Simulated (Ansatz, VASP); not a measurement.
**C: VASP beside Ansatz**

```
C
1.0
     4.25517    0.00000    0.00000
     0.00000    4.25517    0.00000
     0.00000    0.00000    1.28229
C
1
Direct
  0.50000 0.50000 0.50000
```

The cell was built by a generator and needn't be a form met in nature.

Alike in both runs: functional LDA; k mesh 4 × 4 × 11; occupations fermi-dirac, width 0.05 eV; no spin polarisation.

```csv
,VASP,Ansatz
version,VASP 6.6.1,Ansatz 0.2.0
potentials or method,"VASP PAW LDA potentials, release 64 (C)",Ansatz PAW
plane-wave cutoff (eV),520,420
valence electrons in the cell,4,4
task,single point,band structure
```

Ansatz gave:

| Property | Result |
| --- | --- |
| gap on the k mesh at the Fermi level (eV) | none |
| pressure (GPa) | -1.2 |
| largest component of the traceless stress (GPa) | 0.58 |

Question: What did VASP give for the same quantities?

Answer: gap on the k mesh at the Fermi level (eV): none; pressure (GPa): -1.3; largest component of the traceless stress (GPa): 0.56.

A gap of «none» marks a metal or a gap that the smearing closes.

Caveats: the k mesh is coarse (spacing up to 0.45 Å⁻¹), so the values aren't converged; the pressure holds a Pulay correction of +0.3 GPa for the finite cutoff (Ansatz); the PAW data sets come from PBE, with cores solved anew for the run's functional, which leaves a small shift of forces and pressure (Ansatz).
